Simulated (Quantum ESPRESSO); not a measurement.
## BN under changes of volume

One of the cells (5.969 Å³/atom); the others are scaled copies at fixed shape and fractional positions:

```
N B
1.0
     2.55394    0.00000    0.00000
    -1.27697    2.21178    0.00000
     0.00000    0.00000    4.22685
N B
2 2
Direct
  0.33333 0.66667 0.12528
  0.66667 0.33333 0.62528
  0.33333 0.66667 0.49972
  0.66667 0.33333 0.99972
```

Measurements of this composition are mostly on another form, of space group No. 194.

```yaml
Program: Quantum ESPRESSO 7.5
Functional: PBEsol
Potentials_or_basis: GBRV 1.5 PBEsol
Cutoff: 612 eV
Density_cutoff: 4898 eV
k_mesh: 12 × 12 × 6
Occupations: fermi-dirac, width 0.05 eV
Spin: no spin polarisation
```

```csv
volume (Å³/atom),energy over the lowest point (meV/atom),pressure (GPa),gap on the mesh (eV)
5.611,16.36,20.0,4.86
5.730,?,?,?
5.850,0.00,2.3,4.94
5.969,1.12,-5.4,4.97
6.088,7.68,-12.3,5.00
6.208,19.21,-18.7,5.03
6.327,35.26,-24.5,5.05
```

Problem. What does the run at 5.730 Å³/atom give?

Solution. Energy over the lowest point 4.89 meV/atom; pressure 10.7 GPa; gap on the mesh 4.90 eV.

Worked out: A Birch-Murnaghan fit of order 3 (a polynomial in V^(-2/3)) to the other rows has its minimum at 5.89 Å³/atom with B0 = V·E''(V) = 385 GPa and B' = 3.6 at fixed shape and positions, which overstates the stiffness. It gives 4.92 meV/atom at 5.730 Å³/atom, against the run's 4.89, and -dE/dV = 10.9 GPa, against 10.7. A straight line through the other rows of the gap, of slope 1.59 eV per unit of ln V, gives 4.90 eV, against the run's 4.90.

Energies are extrapolated to zero smearing.

A mesh can miss the band edges.
